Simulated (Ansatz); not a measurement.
# Ga: response to strain

Aim: deform Ga (zz strain of +1 %) and compute stress, forces and field gradients with LAPW, PAW and all-electron datasets made for the crystal.

Program: Ansatz 0.2.0. Level of theory: DFT PBE, scalar-relativistic. These are calculated values, not measurements.

## Step 1: The structure to begin with

The structure is monoclinic, space group C2/c (No. 15). Conventional cell: a = 2.766 Å, b = 8.053 Å, c = 3.332 Å, α = 90.00°, β = 92.02°, γ = 90.00°. Ga (site symmetry 2) is surrounded by 8 Ga at 2.69 to 2.92 Å.

Structure file:

```
Ga
1.0
     1.38300   -4.02650    0.00000
     1.38300    4.02650    0.00000
    -0.11745    0.00000    3.32993
Ga
2
Direct
  0.86900 0.13100 0.25000
  0.13100 0.86900 0.75000
```

Atoms are numbered in the order of the input: Ga1, Ga2.

## Step 2: After the deformation

Space group C2/c before, C2/c after.

## Step 3: Full-potential LAPW

input.yaml

```yaml
crystal:
  lattice:
    - [1.383, -4.0265, 0.0]
    - [1.383, 4.0265, 0.0]
    - [-0.11745, 0.0, 3.3632293]
  atoms:
    - { symbol: Ga, position: [0.869, 0.131, 0.25] }
    - { symbol: Ga, position: [0.131, 0.869, 0.75] }
kpoints:
  mp_grid: { grid: [14, 14, 11] }
  band_path:
    path:
      - [0.0, 0.0, 0.0]
      - [-0.5, 0.5, 0.0]
      - [-0.5, 0.5, 0.5]
      - [0.0, 0.0, 0.5]
      - [0.0, 0.0, 0.0]
      - [-0.5, 0.0, 0.5]
      - [0.0, 0.0, 0.0]
      - [-0.5, 0.0, 0.0]
    npoints: 5
scf:
  occupations: { method: fermi_dirac, width: 0.03 }
hamiltonian:
  xc: pbe
  pseudopotentials: { kind: all_electron, lapw: { basis_error: 0.0005 } }
output:
  forces: true
  stress: true
  eigenvalues: true
```

The run is started by

```bash
$ ansatz run input.yaml --threads 1 --pin off --max-ram 3072MiB --backend cpu --events-out ev --progress --plain --runs-dir out
```

## Step 4: Frozen-core PAW

input.yaml

```yaml
crystal:
  lattice:
    - [1.383, -4.0265, 0.0]
    - [1.383, 4.0265, 0.0]
    - [-0.11745, 0.0, 3.3632293]
  atoms:
    - { symbol: Ga, position: [0.869, 0.131, 0.25] }
    - { symbol: Ga, position: [0.131, 0.869, 0.75] }
kpoints:
  mp_grid: { grid: [14, 14, 11] }
scf:
  occupations: { method: fermi_dirac, width: 0.03 }
hamiltonian:
  xc: pbe
  pseudopotentials: { kind: paw }
output:
  forces: true
  stress: true
  eigenvalues: true
  efg: { contact_densities: true }
  write_density: true
  write_potential: true
  elf: true
  volumetric_format: npy
```

## Step 5: Datasets made for this crystal

input.yaml, as its differences from that of step 4:

```diff
@@ -14,3 +14,3 @@
   xc: pbe
-  pseudopotentials: { kind: paw }
+  pseudopotentials: { kind: all_electron, datasets: crystal }
 output:
@@ -20,5 +20 @@
   efg: { contact_densities: true }
-  write_density: true
-  write_potential: true
-  elf: true
-  volumetric_format: npy
```

(Steps that only read results are left out.)

What does the calculation give? Wanted: pressure; largest shear or deviatoric stress.

The runs gave:

| quantity | value |
| --- | --- |
| pressure | LAPW 1.20, PAW 1.18, crystal datasets 1.20 GPa |
| largest shear or deviatoric stress (LAPW) | 0.53 GPa |

What this shows: The largest part of the stress beyond the pressure is 0.53 GPa in size, in the zz component; the atoms are carried along and not relaxed. No run of the undeformed cell stands beside it, so the pressure holds what the given cell had before the change. PAW: stress within 0.02 GPa of LAPW, forces within 1 meV/Å. Crystal datasets: stress within 0.01 GPa of LAPW, forces within 1 meV/Å.
